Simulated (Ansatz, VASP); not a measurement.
**One calculation of KF, two programs**

Contents of INCAR:

```
ALGO = Normal
EDIFF = 1E-6
ENCUT = 520
GGA = PE
ISIF = 2
ISMEAR = 0
LASPH = True
LCHARG = True
LELF = True
LREAL = False
LVHAR = True
LWAVE = False
NBANDS = 24
NELM = 100
PREC = Accurate
SIGMA = 0.1
```

Contents of KPOINTS:

```
k-points
0
Gamma
  6 6 4
```

Contents of POSCAR:

```
KF
1.0
    3.2176672900     -1.8322271700      0.0000000000
    3.2176672900      1.8322271700      0.0000000000
   -2.1369785300      0.0000000000      6.3389927300
K F
2 2
Direct
    0.5000000000      0.0000000000      0.0000000000
    0.0000000000      0.5000000000      0.5000000000
    0.8165972700      0.1834027300      0.7500000000
    0.1834027300      0.8165972700      0.2500000000
```

Input for Ansatz:

```yaml
crystal:
  lattice:
    - [3.21766729, -1.83222717, 0.0]
    - [3.21766729, 1.83222717, 0.0]
    - [-2.13697853, 0.0, 6.33899273]
  atoms:
    - { symbol: K, position: [0.5, 0.0, 0.0] }
    - { symbol: K, position: [0.0, 0.5, 0.5] }
    - { symbol: F, position: [0.81659727, 0.18340273, 0.75] }
    - { symbol: F, position: [0.18340273, 0.81659727, 0.25] }
basis:
  ecutwfc: 420
kpoints:
  mp_grid: { grid: [6, 6, 4] }
hamiltonian:
  xc: pbe
scf:
  occupations: { method: gaussian, width: 0.1 }
  lower_state_search: "off"
output:
  forces: true
  stress: true
  eigenvalues: true
```

Alike in both runs: task single point; functional PBE; k mesh 6 × 6 × 4; occupations gaussian, width 0.1 eV; no spin polarisation.

|  | VASP | Ansatz |
| --- | --- | --- |
| version | VASP 6.6.1 | Ansatz 0.2.0 |
| potentials or method | VASP PAW PBE potentials, release 64 (K_sv, F) | scalar-relativistic, plane waves, PAW |
| plane-wave cutoff (eV) | 520 | 420 |
| valence electrons in the cell | 32 | 32 |

VASP gave:

```
gap on the k mesh at the Fermi level (eV)       : 6.17
least direct gap on the mesh (eV)               : 6.17
pressure (GPa)                                  : 3.2
largest component of the traceless stress (GPa) : 1.22
rms of the force components (eV/Å)              : 0.227
```

Task: What did Ansatz give for the same quantities?

Result: gap on the k mesh at the Fermi level (eV): 6.18; least direct gap on the mesh (eV): 6.18; pressure (GPa): 3.1; largest component of the traceless stress (GPa): 1.17; rms of the force components (eV/Å): 0.220.

Atom by atom the forces differ by 0.008 eV/Å (rms over components).

A k mesh can miss the band edges. A hybrid or GW would open this gap; PBE tends to underestimate it.
